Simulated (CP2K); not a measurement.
## Al under changes of volume

One of the cells (16.603 Å³/atom); the others are scaled copies at fixed shape and fractional positions:

```
CELL_PARAMETERS angstrom
2.86351 0.00000 0.00000
1.43175 2.47987 0.00000
1.43175 0.82662 2.33804
ATOMIC_POSITIONS crystal
Al 0.00000 0.00000 0.00000
```

```yaml
Program: CP2K 2026.2
Functional: LDA
Potentials_or_basis: GTH_POTENTIALS Al GTH-PADE-q3; TZVP-MOLOPT-PBE-GTH basis
Density_cutoff: 6123 eV
k_mesh: 11 × 11 × 11
Occupations: fermi-dirac, width 0.05 eV
Spin: no spin polarisation
```

| volume (Å³/atom) | energy over the lowest point (meV/atom) | pressure (GPa) |
| --- | --- | --- |
| 15.607 | 0.00 | 0.4 |
| 15.939 | 0.81 | -1.3 |
| 16.271 | 5.15 | -2.9 |
| 16.603 | 12.56 | -4.3 |
| 16.935 | 22.73 | -5.5 |
| 17.267 | 35.34 | -6.6 |
| 17.599 | ? | ? |

What does the run at 17.599 Å³/atom give?

Energy over the lowest point 50.14 meV/atom; pressure -7.6 GPa.

Worked out: A Birch-Murnaghan fit of order 3 (a polynomial in V^(-2/3)) to the other rows has its minimum at 15.70 Å³/atom with B0 = V·E''(V) = 87 GPa and B' = 4.7. It gives 50.10 meV/atom at 17.599 Å³/atom, against the run's 50.14, and -dE/dV = -7.6 GPa, against -7.6.

Energies are extrapolated to zero smearing.

Caveats: the basis of atomic orbitals isn't converged, which shifts pressures, moduli and gaps.
